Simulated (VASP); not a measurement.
# Ti (P6_3/mmc) in VASP: a series of runs, part 2 of 2

VASP 6.6.1. The steps go on from the part before.

### 3 Relaxation of cell and atoms, PBE

This run uses another cell than the first one, of 17.22 Å³/atom, 0.976 times its volume.

File INCAR:

```
SYSTEM = Ti
ALGO = Normal
EDIFF = 1E-7
EDIFFG = -0.002
ENCUT = 520
GGA = PE
IBRION = 2
ISIF = 3
ISMEAR = 0
LASPH = .TRUE.
LCHARG = .FALSE.
LREAL = .FALSE.
LWAVE = .FALSE.
NELM = 80
NSW = 80
PREC = Accurate
SIGMA = 0.1
```

File KPOINTS:

```
k-points
0
G
  3 3 2
  0 0 0
```

File POSCAR:

```
Ti                                      
1.0
    2.9425646112      0.0000000000     -0.0000000000
   -1.4712823056      2.5483357044      0.0000000000
    0.0000000000     -0.0000000000      4.5931281108
  Ti            
     2
Direct
     0.3333333300000021    0.6666666699999979    0.2500000000000000
     0.6666666699999979    0.3333333300000021    0.7500000000000000
```

Potentials or basis: VASP PAW PBE potentials, release 64 (Ti_sv).

Run with:

```bash
cat potpaw_PBE.64/Ti_sv/POTCAR > POTCAR
mpirun -np 1 vasp_std > vasp.out
```

OUTCAR:

```text
SYSTEM = Ti
   EDIFF = 1E-7
   EDIFFG = -0.002
   ENCUT = 520
   GGA = PE
   IBRION = 2
   ISIF = 3
   ISMEAR = 0
   LASPH = .TRUE.
   LREAL = .FALSE.
   NELM = 80
   NSW = 80
   PREC = Accurate

 ion  position               nearest neighbor table
   1  0.333  0.667  0.250-   2 2.86   2 2.86   2 2.86   2 2.86   2 2.86   2 2.86
   2  0.667  0.333  0.750-   1 2.86   1 2.86   1 2.86   1 2.86   1 2.86   1 2.86

  LATTYP: Found a hexagonal cell.
 ALAT       =     2.9425646112
 C/A-ratio  =     1.5609268504

  Lattice vectors:

 A1 = (   2.9425646112,   0.0000000000,   0.0000000000)
 A2 = (  -1.4712823056,   2.5483357044,   0.0000000000)
 A3 = (   0.0000000000,   0.0000000000,   4.5931281108)

Analysis of symmetry for initial positions (statically):
=====================================================================
 Subroutine PRICEL returns:
 Original cell was already a primitive cell.

 Routine SETGRP: Setting up the symmetry group for a
 hexagonal supercell.

 Subroutine GETGRP returns: Found 24 space group operations
 (whereof 12 operations were pure point group operations)
 out of a pool of 24 trial point group operations.

The static configuration has the point symmetry D_3d.
 The point group associated with its full space group is D_6h.

Analysis of symmetry for dynamics (positions and initial velocities):
=====================================================================
 Subroutine PRICEL returns:
 Original cell was already a primitive cell.

 Routine SETGRP: Setting up the symmetry group for a
 hexagonal supercell.

 Subroutine GETGRP returns: Found 24 space group operations
 (whereof 12 operations were pure point group operations)
 out of a pool of 24 trial point group operations.

The dynamic configuration has the point symmetry D_3d.
 The point group associated with its full space group is D_6h.

 Subroutine INISYM returns: Found 24 space group operations
 (whereof 12 operations are pure point group operations),
 and found     1 'primitive' translations

----------------------------------------------------------------------------------------

                                     Primitive cell

  volume of cell :      34.4422

  direct lattice vectors                    reciprocal lattice vectors
     2.942564611  0.000000000  0.000000000     0.339839607  0.196206488  0.000000000
    -1.471282306  2.548335704  0.000000000     0.000000000  0.392412977  0.000000000
     0.000000000  0.000000000  4.593128111     0.000000000  0.000000000  0.217716549

  length of vectors
     2.942564611  2.942564610  4.593128111     0.392412977  0.392412977  0.217716549

  position of ions in fractional coordinates (direct lattice)
     0.333333330  0.666666670  0.250000000
     0.666666670  0.333333330  0.750000000

  ion indices of the primitive-cell ions
   primitive index   ion index
                 1           1
                 2           2

----------------------------------------------------------------------------------------

 KPOINTS: k-points

Automatic generation of k-mesh.
 Grid dimensions read from file:
 generate k-points for:    3    3    2

 Generating k-lattice:

  Cartesian coordinates                     Fractional coordinates (reciprocal lattice)
     0.113279869  0.065402163  0.000000000     0.333333333  0.000000000  0.000000000
     0.000000000  0.130804326  0.000000000     0.000000000  0.333333333  0.000000000
     0.000000000  0.000000000  0.108858274     0.000000000  0.000000000  0.500000000

  Length of vectors
     0.130804326  0.130804326  0.108858274

  Shift w.r.t. Gamma in fractional coordinates (k-lattice)
     0.000000000  0.000000000  0.000000000

 Subroutine IBZKPT returns following result:
 ===========================================

 Found      6 irreducible k-points:

 Following reciprocal coordinates:
            Coordinates               Weight
  0.000000  0.000000  0.000000      1.000000
  0.333333  0.000000  0.000000      6.000000
  0.333333  0.333333  0.000000      2.000000
  0.000000  0.000000  0.500000      1.000000
  0.333333  0.000000  0.500000      6.000000
  0.333333  0.333333  0.500000      2.000000
   k-points           NKPTS =      6   k-points in BZ     NKDIM =      6   number of bands    NBANDS=     16
   number of dos      NEDOS =    301   number of ions     NIONS =      2
   total plane-waves  NPLWV =  20736
   dimension x,y,z NGX =    24 NGY =   24 NGZ =   36
   dimension x,y,z NGXF=    48 NGYF=   48 NGZF=   72
   ions per type =               2
   NGX,Y,Z   is equivalent  to a cutoff of  13.56, 13.56, 13.03 a.u.
   NGXF,Y,Z  is equivalent  to a cutoff of  27.12, 27.12, 26.06 a.u.
 SYSTEM =  Ti
   PREC   = accura    normal or accurate (medium, high low for compatibility)
   ISTART =      0    job   : 0-new  1-cont  2-samecut
   ICHARG =      2    charge: 1-file 2-atom 10-const
   ISPIN  =      1    spin polarized calculation?
   LNONCOLLINEAR =      F non collinear calculations
   LSORBIT =      F    spin-orbit coupling
   LASPH  =      T    aspherical Exc in radial PAW
   ENCUT  =  520.0 eV  38.22 Ry    6.18 a.u.   5.47  5.47  8.54*2*pi/ulx,y,z
   NELM   =     80;   NELMIN=  2; NELMDL= -5     # of ELM steps
   EDIFF  = 0.1E-06   stopping-criterion for ELM
   LREAL  =      F    real-space projection
   EDIFFG = -.2E-02   stopping-criterion for IOM
   NSW    =     80    number of steps for IOM
   IBRION =      2    ionic relax: 0-MD 1-quasi-New 2-CG
   NFREE  =      1    steps in history (QN), initial steepest desc. (CG)
   ISIF   =      3    stress and relaxation
   ISYM   =      2    0-nonsym 1-usesym 2-fastsym
   POTIM  = 0.5000    time-step for ionic-motion
   TEBEG  =    0.0;   TEEND  =   0.0 temperature during run
   PSTRESS=    0.0 pullay stress
   NELECT =      24.0000    total number of electrons
   NUPDOWN=      -1.0000    fix difference up-down
   EMIN   =  10.00;   EMAX   =-10.00  energy-range for DOS
   EFERMI =   0.00;   METHOD = LEGACY
   ISMEAR =     0;   SIGMA  =   0.10  broadening in eV -4-tet -1-fermi 0-gaus
   EFERMI_NEDOS =   21; number of points for ismear=-14 and -15
   IALGO  =     38    algorithm
   IMIX   =      4    mixing-type and parameters
     AMIX     =   0.40;   BMIX     =  1.00
     AMIX_MAG =   1.60;   BMIX_MAG =  1.00
  volume/ion in A,a.u.               =      17.22       116.21
  Fermi-wavevector in a.u.,A,eV,Ry     =   1.451381  2.742713 28.660775  2.106508
  Thomas-Fermi vector in A             =   2.568885
   LORBIT       =      0    0 simple, 1 ext, 2 COOP (PROOUT), +10 PAW based schemes
   GGA     = PE    functional components
   LHFCALC =     F    Hartree Fock is set to
   AEXX    =    0.0000 exact exchange contribution
   IVDW    =     0    specifies the selected vdW correction
   LEPSILON=     F    determine dielectric tensor
   LRPA    =     F    only Hartree local field effects (RPA)
 conjugate gradient relaxation of ions
 non-spin polarized calculation
 Gauss-broadening in eV      SIGMA  =   0.10
  energy-cutoff  :      520.00
  volume of cell :       34.44
 maximum number of plane-waves:       954
 NGX is ok and might be reduce to    24
   NGX = 11   NGY = 11   NGZ = 17

 number of electron      24.0000003 magnetization

 Free energy of the ion-electron system (eV)
  ---------------------------------------------------
  ext. energy  EPLUGINS =         0.00000000
  ---------------------------------------------------
  free energy    TOTEN  =       -15.75543848 eV

  energy without entropy =      -15.75443008  energy(sigma->0) =      -15.75493428

 E-fermi :   8.4085     XC(G=0): -11.5363

 val. band max:        8.2302457199   @ k =   0.3333   0.3333   0.5000
 cond. band min:       8.5691807243   @ k =   0.0000   0.0000   0.5000
 fundamental gap:      0.3389350044
 Fermi energy:         8.4084881451

 k-point     1 :       0.0000    0.0000    0.0000
  band No.  band energies     occupation
      1     -48.4215      2.00000
      2     -48.2723      2.00000
      3     -25.0477      2.00000
      4     -24.3617      2.00000
      5     -24.3617      2.00000
      6     -24.2999      2.00000
[... 8 lines left out ...]
     15       9.7328      0.00000
     16       9.7328      0.00000
[... 77 lines left out ...]
 k-point     6 :       0.3333    0.3333    0.5000
  band No.  band energies     occupation
      1     -48.2685      2.00000
      2     -48.2685      2.00000
      3     -24.8385      2.00000
      4     -24.8385      2.00000
      5     -24.6211      2.00000
      6     -24.6211      2.00000
[... 8 lines left out ...]
     15      10.1397      0.00000
     16      10.1397      0.00000

------------------------ aborting loop because EDIFF is reached ----------------------------------------

  FORCE on cell =-STRESS in cart. coord.  units (eV):
  Direction    XX          YY          ZZ          XY          YZ          ZX
  --------------------------------------------------------------------------------------
  -------------------------------------------------------------------------------------
  Total       -0.0011532     -0.0011532     -0.0027767      0.0000000      0.0000000      0.0000000
  in kB       -0.0536466     -0.0536466     -0.1291673      0.0000000      0.0000000      0.0000000
  external PRESSURE =      -0.0788201 kB  Pullay stress =       0.0000000 kB

 VOLUME and BASIS-vectors are now :
 -----------------------------------------------------------------------------
  energy-cutoff  :      520.00
  volume of cell :       34.44
      direct lattice vectors                 reciprocal lattice vectors
     2.942564611  0.000000000  0.000000000     0.339839607  0.196206488  0.000000000
    -1.471282306  2.548335704  0.000000000     0.000000000  0.392412977  0.000000000
     0.000000000  0.000000000  4.593128111     0.000000000  0.000000000  0.217716549

 POSITION                                       TOTAL-FORCE (eV/Angst)
 -----------------------------------------------------------------------------------
     -0.00000      1.69889      1.14828        -0.000000     -0.000000      0.000000
      1.47128      0.84945      3.44485         0.000000      0.000000      0.000000
 -----------------------------------------------------------------------------------
    total drift:                               -0.000009      0.000005     -0.000000

  FREE ENERGIE OF THE ION-ELECTRON SYSTEM (eV)
  ---------------------------------------------------
  free  energy   TOTEN  =       -15.7554384794 eV

  energy  without entropy=      -15.7544300782  energy(sigma->0) =      -15.75493428

 reached required accuracy - stopping structural energy minimisation
```

CONTCAR:

```text
Ti
   1.00000000000000
     2.9425646111999999    0.0000000000000000    0.0000000000000000
    -1.4712823056000000    2.5483357043999999    0.0000000000000000
     0.0000000000000000    0.0000000000000000    4.5931281108000004
  Ti
     2
Direct
     0.3333333300000021    0.6666666699999979    0.2500000000000000
     0.6666666699999979    0.3333333300000021    0.7500000000000000

  0.00000000E+00  0.00000000E+00  0.00000000E+00
  0.00000000E+00  0.00000000E+00  0.00000000E+00
```

Wall time 11 s (1 thread of Intel Xeon Platinum 8375C at 2.90GHz (Ice Lake), shared host); peak memory 0.14 GiB.

Results:

| Quantity | Value |
| --- | --- |
| Free energy | -15.7554 eV |
| Pressure after relaxing | 0.0 GPa |
| Band gap on the k mesh | none (metal or under the smearing width) |

Final structure:
```yaml
crystal:
  lattice:
    - [2.94256, 0.00000, 0.00000]
    - [-1.47128, 2.54834, 0.00000]
    - [0.00000, 0.00000, 4.59313]
  atoms:
    - { symbol: Ti, position: [0.33333, 0.66667, 0.25000] }
    - { symbol: Ti, position: [0.66667, 0.33333, 0.75000] }
```

Levels at points of the mesh, in eV from the Fermi level:
| k point | band 10 | band 11 | band 12 | band 13 | band 14 | band 15 |
| --- | --- | --- | --- | --- | --- | --- |
| (0.00, 0.00, 0.00) | -2.67 | 0.79 | 0.79 | 0.95 | 1.00 | 1.32 |
| (0.00, 0.00, 0.50) | -4.30 | 0.16 | 0.16 | 0.67 | 0.67 | 0.67 |

Caveat: the k mesh is coarse (spacing up to 0.82 Å⁻¹), so the values aren't converged; the relaxation stopped at its first step, so nothing moved.

### 4 Vibrations by finite differences, PBE

This run uses another cell than the first one, of 17.22 Å³/atom, 0.976 times its volume.

File INCAR:

```
SYSTEM = Ti
  PREC = Accurate
  ENCUT = 520
  EDIFF = 1E-8
  ISMEAR = 0
  SIGMA = 0.1
  LREAL = .FALSE.
  LASPH = .TRUE.
  NELM = 80
  ALGO = Normal
  ISIF = 3
  LWAVE = .FALSE.
  LCHARG = .FALSE.
  GGA = PE
  NBANDS = 19
  IBRION = 6
  NFREE = 2
  POTIM = 0.015
  NSW = 1
```

File KPOINTS:

```
regular mesh
0
G
  3 3 2
  0 0 0
```

File POSCAR:

```
Ti                                      
1.0
    2.9425646112      0.0000000000      0.0000000000
   -1.4712823056      2.5483357044      0.0000000000
    0.0000000000      0.0000000000      4.5931281108
  Ti            
     2
Direct
     0.3333333300000021    0.6666666699999979    0.2500000000000000
     0.6666666699999979    0.3333333300000021    0.7500000000000000
```

Run with:

```bash
cat potpaw_PBE.64/Ti_sv/POTCAR > POTCAR
mpirun -np 1 vasp_std > vasp.out
```

Wall time 2.9 min (1 thread of Intel Xeon Platinum 8375C at 2.90GHz (Ice Lake), shared host); peak memory 0.16 GiB.

The run converged. Its results:

```
Voigt bulk modulus            : 112 GPa
Highest phonon frequency at Γ : 313 cm⁻¹
```

Phonon frequencies in cm⁻¹ (negative: imaginary):
```tsv
q point	frequencies
(0.000, 0.000, 0.000)	0 0 0 137 137 313
```

Elastic tensor in Voigt notation (GPa, in the Cartesian axes of the cell as first typed):
```
221  45  50   0   0   0
 45 221  50   0   0   0
 50  50 278   0   0   0
  0   0   0  73   0   0
  0   0   0   0  73   0
  0   0   0   0   0  88
```

Clamped-ion elastic tensor (GPa):
```
245  21  50   0   0   0
 21 245  50   0   0   0
 50  50 278   0   0   0
  0   0   0  73   0   0
  0   0   0   0  73   0
  0   0   0   0   0 112
```

Caveat: the k mesh is coarse (spacing up to 0.82 Å⁻¹), so the values aren't converged; elastic constants of metals need much finer meshes, so these are rough.
